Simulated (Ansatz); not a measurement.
# BN: equation of state with LDA

Crystal: BN.

```
N B
1.0
     0.00000    3.49532    2.16609
     1.25163    0.00000    2.16609
     1.25163    3.49532    0.00000
N B
1 1
Direct
  0.66665 0.66665 0.33335
  0.00005 0.00005 0.99995
```

Measurements of this composition are mostly on another form, of space group No. 194.

```json
{"Program": "Ansatz 0.2.0", "Task": "equation of state", "Functional": "LDA", "Potentials or basis": "all-electron LAPW, scalar-relativistic", "Basis error allowed": "0.001 eV/atom", "k mesh": "13 × 13 × 13", "Occupations": "fermi-dirac, width 0.05 eV", "Spin": "no spin polarisation"}
```

```yaml
Equilibrium_volume: 9.31 Å³/atom
Bulk_modulus_at_fixed_shape_and_positions: 239 GPa
Pressure_derivative_of_the_bulk_modulus: 3.6
```

Energy against volume, from the lowest point:
```
volume (Å³/atom)  energy (meV/atom)
           8.908              13.86
           9.097               3.73
           9.287               0.00
           9.476               2.11
           9.666               9.53
           9.855              21.81
          10.045              38.50
```

All runs of the series together: 6.8 min on 1 thread of Intel(R) Xeon(R) Processor @ 2.70GHz (shared host).

Caveat: the cell was scaled at fixed shape and fractional positions, which overstates the stiffness of a crystal with free parameters, most of all of layers and chains.
